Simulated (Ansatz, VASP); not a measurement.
Two plane-wave programs on SnO2 (Cassiterite)

File INCAR:

```
PREC     = Accurate       # precision mode
ENCUT    = 600            # plane-wave cutoff, eV
EDIFF    = 1E-6           # SCF threshold, eV
ISMEAR   = -1             # smearing method
SIGMA    = 0.05           # smearing width, eV
LREAL    = False          # projectors in reciprocal space
LASPH    = True           # aspherical terms in the spheres
NELM     = 100            # most SCF steps
ALGO     = Normal         # electronic algorithm
ISIF     = 3              # what is computed and relaxed
LWAVE    = False          # write WAVECAR
LCHARG   = False          # write CHGCAR
GGA      = PE             # functional
IBRION   = 2              # ionic algorithm
NSW      = 40             # ionic steps
EDIFFG   = -0.01          # ionic threshold
```

KPOINTS

```
Automatic mesh
0
Gamma
  6 6 8
```

Contents of POSCAR:

```
SnO2
1.0
    4.7380000000      0.0000000000      0.0000000000
    0.0000000000      4.7380000000      0.0000000000
    0.0000000000      0.0000000000      3.1865000000
Sn O
2 4
Direct
    0.5000000000      0.5000000000      0.5000000000
    0.0000000000      0.0000000000      0.0000000000
    0.8071000000      0.1929000000      0.5000000000
    0.6929000000      0.6929000000      0.0000000000
    0.1929000000      0.8071000000      0.5000000000
    0.3071000000      0.3071000000      0.0000000000
```

Contents of input.yaml:

```yaml
crystal:
  lattice:
    - [4.738, 0.0, 0.0]
    - [0.0, 4.738, 0.0]
    - [0.0, 0.0, 3.1865]
  atoms:
    - { symbol: Sn, position: [0.5, 0.5, 0.5] }
    - { symbol: Sn, position: [0.0, 0.0, 0.0] }
    - { symbol: O, position: [0.8071, 0.1929, 0.5] }
    - { symbol: O, position: [0.6929, 0.6929, 0.0] }
    - { symbol: O, position: [0.1929, 0.8071, 0.5] }
    - { symbol: O, position: [0.3071, 0.3071, 0.0] }
hamiltonian:
  xc: pbe
  pseudopotentials: { kind: paw }
kpoints:
  mp_grid: { grid: [6, 6, 8] }
scf:
  occupations: { method: fermi_dirac, width: 0.05 }
output:
  forces: true
  stress: true
  write_density: true
  write_potential: true
  elf: true
  volumetric_format: npy
relax:
  f_tol: 0.01
  max_steps: 40
  cell: { stress_tol: 0.05 }
```

Alike in both runs: task relaxation of cell and atoms; functional PBE; k mesh 6 × 6 × 8; occupations fermi-dirac, width 0.05 eV; no spin polarisation.

|  | VASP | Ansatz |
| --- | --- | --- |
| version | VASP 6.6.1 | Ansatz 0.2.0 |
| potentials or method | VASP PAW PBE potentials, release 54 (Sn_d, O) | Ansatz PAW |
| plane-wave cutoff (eV) | 600 | 420 |
| valence electrons in the cell | 52 | 52 |

VASP gave:

| Quantity | Value |
| --- | --- |
| gap on the k mesh at the Fermi level, each at its own relaxed structure (eV) | 0.64 |
| relaxed volume (Å³/atom) | 12.61 |
| relaxed cell length with the largest relative difference (Å) | 3.243 |
| energy change over the relaxation (meV/atom) | -24 |

**Question.** Estimate Ansatz's values.

**Answer.** gap on the k mesh at the Fermi level, each at its own relaxed structure (eV): 0.68; relaxed volume (Å³/atom): 12.58; relaxed cell length with the largest relative difference (Å): 3.238; energy change over the relaxation (meV/atom): -22.

Caveats: spin-orbit coupling is left out, which moves the levels of the heavy elements; the plane-wave basis is chosen anew once the cell has moved, so the energies of steps on either side of that aren't comparable (Ansatz); the pressure holds a Pulay correction of +0.8 GPa for the finite cutoff (Ansatz). PBE usually gives volumes a little too large and moduli too small. Zero-point motion and thermal expansion aren't in these numbers.
